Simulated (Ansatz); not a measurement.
# Ge: the cost of one run

Computed with Ansatz 0.2.0 (DFT PBE, scalar-relativistic, plane waves, PAW, unless a step's input says otherwise).

## (1) Starting point

It takes space group Fd-3m (No. 227, cubic). The conventional cell has a = 5.658 Å, b = 5.658 Å, c = 5.658 Å, α = 90.00°, β = 90.00°, γ = 90.00°. Ge (site symmetry -43m) has 4 Ge at 2.45 Å in its first shell of neighbours.

Structure file:

```cif
data_structure
_symmetry_space_group_name_H-M 'P 1'
_symmetry_Int_Tables_number 1
_cell_length_a 4.0005
_cell_length_b 4.0005
_cell_length_c 4.0005
_cell_angle_alpha 60.000
_cell_angle_beta 60.000
_cell_angle_gamma 60.000
_cell_volume 45.27
loop_
_atom_site_label
_atom_site_type_symbol
_atom_site_fract_x
_atom_site_fract_y
_atom_site_fract_z
_atom_site_occupancy
Ge1 Ge 0.50000 0.50000 0.50000 1
Ge2 Ge 0.75000 0.75000 0.75000 1
```

The cell is taken as given, not relaxed at this level.

## (2) Zero of energy

Reference values: F = -8589.9409 eV; pressure 3.67 GPa; largest force 0.000 eV/Å; gap on the mesh none (metal). It was computed beforehand with the settings of the runs below.

## (3) The scan: a tetragonal deformation path

At fixed volume and fractional coordinates, lengths along (0.000, 0.000, 1.000) are scaled against those across it; ρ is that ratio over its starting value.

## (4) ρ = 0.707

Contents of input.yaml:

```yaml
crystal:
  lattice:
    - [0.0, 3.1753468143, 2.2449701977]
    - [3.1753468143, 0.0, 2.2449701977]
    - [3.1753468143, 3.1753468143, 0.0]
  atoms:
    - { symbol: Ge, position: [0.5, 0.5, 0.5] }
    - { symbol: Ge, position: [0.75, 0.75, 0.75] }
basis:
  ecutwfc: 420
kpoints:
  mp_grid: { grid: [16, 16, 16] }
hamiltonian:
  xc: pbe
scf:
  occupations: { method: gaussian, width: 0.15 }
output:
  forces: true
  stress: true
  eigenvalues: true
```

Started as:

```sh
> ansatz run input.yaml --threads 1 --pin off --max-ram 2560MiB --backend cpu --events-out ev --progress --plain --runs-dir out
```

What time and memory should one allow on 1 thread of Intel Xeon Platinum 8488C (Sapphire Rapids), shared host?

About 12 s, with a peak of 0.53 GiB.
